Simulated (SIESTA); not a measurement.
A run of SIESTA 5.4.2 is set up as follows.

Contents of Se.fdf:

```
SystemName                      Se
SystemLabel                     Se
NumberOfSpecies                 1
NumberOfAtoms                   2
%block ChemicalSpeciesLabel
  1  34 Se
%endblock ChemicalSpeciesLabel

UseStructFile                   true

%block kgrid.MonkhorstPack
   10   0   0  0.0
    0  10   0  0.0
    0   0   6  0.0
%endblock kgrid.MonkhorstPack
XC.Functional                   GGA
XC.Authors                      PBE
PAO.BasisSize                   DZP
PAO.EnergyShift                 0.002 Ry
Mesh.Cutoff                     500 Ry
OccupationFunction              FD
ElectronicTemperature           0.05 eV
MaxSCFIterations                120
SCF.MustConverge                false
SCF.Mixer.Method                Pulay
SCF.Mixer.Weight                0.25
SCF.Mixer.History               8
SCF.DM.Tolerance                5.0e-05
SCF.H.Tolerance                 1.0e-03 eV
WriteForces                     true
Charge.Mulliken                 end
```

File Se.STRUCT_IN:

```
   1.3942694300    -4.0390027650     0.0000000000
   1.3942694300     4.0390027650     0.0000000000
   0.0000000000     0.0000000000     4.6134314000
2
1  34    0.0643446800     0.9356553200     0.2500000000
1  34    0.9356553200     0.0643446800     0.7500000000
```

Potentials or basis: PseudoDojo 0.4 standard (PBE files), DZP (energy shift 0.002 Ry).

Launch:

```bash
$ siesta Se.fdf > Se.out 2>&1
```

(1) Estimate the band gap on the k mesh.

(2) What does it give for the pressure?

(3) What does it give for the largest force?

Answers

(1) none (metal or under the smearing width).

(2) 7.2 GPa.

(3) 0.690 eV/Å.

Caveat: semicore shells carry a single zeta, which can move pressures by several GPa and volumes by a few percent; the basis of atomic orbitals isn't converged, which shifts pressures, moduli and gaps.
